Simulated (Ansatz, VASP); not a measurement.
# Ge in VASP and in Ansatz

INCAR

```
ALGO = Normal ; EDIFF = 1E-8
ENCUT = 520 ; GGA = CA
ISIF = 2 ; ISMEAR = -1
LASPH = True ; LCHARG = False
LEFG = True ; LREAL = False
LWAVE = False ; NBANDS = 21
NELM = 60 ; PREC = Accurate
SIGMA = 0.05
```

Contents of KPOINTS:

```
k-points
0
Gamma
  10 10 10
```

Contents of POSCAR:

```
Ge
1.0
    0.0000000000      2.7905386918      2.7905386918
    2.7905386918      0.0000000000      2.7905386918
    2.7905386918      2.7905386918      0.0000000000
Ge
2
Direct
    0.5000000000      0.5000000000      0.5000000000
    0.7500000000      0.7500000000      0.7500000000
```

Input for Ansatz:

```yaml
crystal:
  lattice:
    - [0.0, 2.7905386918, 2.7905386918]
    - [2.7905386918, 0.0, 2.7905386918]
    - [2.7905386918, 2.7905386918, 0.0]
  atoms:
    - { symbol: Ge, position: [0.5, 0.5, 0.5] }
    - { symbol: Ge, position: [0.75, 0.75, 0.75] }
kpoints:
  mp_grid: { grid: [10, 10, 10] }
scf:
  occupations: { method: fermi_dirac, width: 0.05 }
hamiltonian:
  xc: lda
  pseudopotentials: { kind: paw }
output:
  forces: true
  stress: true
  eigenvalues: true
  efg: { contact_densities: true }
  write_density: true
  write_potential: true
  elf: true
  volumetric_format: npy
```

Change from the starting cell: volume scaled by 0.96, PAW files.

Alike in both runs: task electric field gradients; functional LDA; k mesh 10 × 10 × 10; occupations fermi-dirac, width 0.05 eV; no spin polarisation.

|  | VASP | Ansatz |
| --- | --- | --- |
| version | VASP 6.6.1 | Ansatz 0.2.0 |
| potentials or method | VASP PAW LDA potentials, release 64 (Ge_d) | PAW with Ansatz's default frozen-core files, scalar-relativistic |
| plane-wave cutoff (eV) | 520 | 420 |
| valence electrons in the cell | 28 | 28 |

```tsv
	VASP	Ansatz	Ansatz less VASP
pressure (GPa)	1.8	1.6	-0.15
Vzz of the field gradient on the site that differs most (V/Å²)	0.0	0.0	0.00
```
